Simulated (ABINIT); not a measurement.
A run of ABINIT 10.8.3 (patched build) is set up as follows.

File run.abi:

```
pp_dirpath "./"
pseudos "Hg.LDA_PW-JTH.xml, Te.LDA_PW-JTH.xml"

acell 4.5459894962 4.5459894962 4.5459894962 Angstrom
rprim
     0.0000000000     0.7071067812     0.7071067812
     0.7071067812     0.0000000000     0.7071067812
     0.7071067812     0.7071067812     0.0000000000
ntypat 2
znucl 80 52
natom 2
typat 1 2
chkprim 0
chksymtnons 0
tolsym 1.0e-6
xred
            0.0            0.0            0.0
            3/4            3/4            3/4

ecut 19.0
pawecutdg 38.0
ecutsm 0.5

kptopt 1
ngkpt 5 5 5
nshiftk 1
shiftk 0.0 0.0 0.0

ixc 7

nband 13
occopt 3
tsmear 0.05 eV

nstep 80
tolvrs 1.0e-10

iomode 3
prteig 0
prtebands 0
prtwf 0
prtden 0

ionmov 2
optcell 2
ntime 50
tolmxf 2.0e-5
dilatmx 1.08
```

Potentials or basis: JTH PAW LDA v2.0.

Run with:

```sh
$ abinit run.abi > log 2>&1
```

**Question.** Estimate the relaxed volume.

**Answer.** 33.63 Å³/atom.

**Question.** Predict the space group after relaxing (to 0.05 Å).

**Answer.** F-43m (No. 216).

**Question.** Estimate the relaxed cell.

**Answer.** a = 4.565 Å, b = 4.565 Å, c = 4.565 Å, α = 60.00°, β = 60.00°, γ = 60.00°.

**Question.** Estimate the band gap on the k mesh.

**Answer.** None (metal or under the smearing width).

Final structure:
```
Hg Te
1.0
     0.00000    3.22774    3.22774
     3.22774    0.00000    3.22774
     3.22774    3.22774    0.00000
Hg Te
1 1
Direct
  0.00000 0.00000 0.00000
  0.75000 0.75000 0.75000
```

Spin-orbit coupling is left out, which matters for the levels of Hg, Te.
